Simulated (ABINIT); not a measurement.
Crystal: KTaO3.

```
Ta K O
1.0
     3.98830    0.00000    0.00000
     0.00000    3.98830    0.00000
     0.00000    0.00000    3.98830
Ta K O
1 1 3
Cartesian
  0.0000 0.0000 0.0000
  1.9942 1.9942 1.9942
  0.0000 0.0000 1.9942
  0.0000 1.9942 0.0000
  1.9942 0.0000 0.0000
```

Base run:

| Quantity | Value |
| --- | --- |
| Program | ABINIT 10.8.3 (patched build) |
| Functional | PBE |
| Potentials or basis | JTH PAW PBE v2.0 |
| Cutoff | 517 eV |
| k mesh | 5 × 5 × 5 |
| Occupations | fermi-dirac, width 0.05 eV |
| Spin | no spin polarisation |

Its results: band gap on the k mesh 2.29 eV, indirect (least direct gap 2.80 eV).

Question: The run is repeated on the same cell with these changes: potentials or basis from JTH PAW PBE v2.0 to PseudoDojo NC SR PBE v0.4.1 standard; cutoff from 517 eV to 952 eV. What comes out?

Answer: Band gap on the k mesh 2.35 eV, indirect (least direct gap 2.87 eV).

Caveats: spin-orbit coupling is left out, which moves the levels of the heavy elements; an odd mesh through Γ misses points on the zone boundary, where band edges often lie; the atomic spheres overlap (some runs).
